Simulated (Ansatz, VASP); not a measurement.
NaCl: VASP beside Ansatz

```xyz
2
Lattice="3.5897 0.0000 0.0000 0.0000 3.5897 0.0000 0.0000 0.0000 3.6773" Properties=species:S:1:pos:R:3 pbc="T T T"
Na    0.0000    0.0000    0.0000
Cl    1.7949    1.7949    1.8386
```

Change from the starting cell: strain +0.025 along x and y, +0.050 along z, atoms carried along.

Alike in both runs: task single point; functional PBE; k mesh 6 × 6 × 6; occupations gaussian, width 0.05 eV; no spin polarisation.

|  | VASP | Ansatz |
| --- | --- | --- |
| version | VASP 6.6.1 | Ansatz 0.2.0 |
| potentials or method | VASP PAW PBE potentials, release 64 (Na_pv, Cl) | scalar-relativistic, plane waves, PAW |
| plane-wave cutoff (eV) | 520 | 420 |
| valence electrons in the cell | 14 | 16 |

```csv
,VASP,Ansatz,Ansatz less VASP
gap on the k mesh at the Fermi level (eV),3.63,3.62,-0.001
least direct gap on the mesh (eV),4.03,4.03,0.000
pressure (GPa),-2.0,-1.9,+0.04
largest component of the traceless stress (GPa),1.02,1.02,-0.003
```

With one functional, cell and mesh, what is left measures potentials, basis and numerics. The two sets of potentials don't hold the same shells in valence.

A k mesh can miss the band edges.
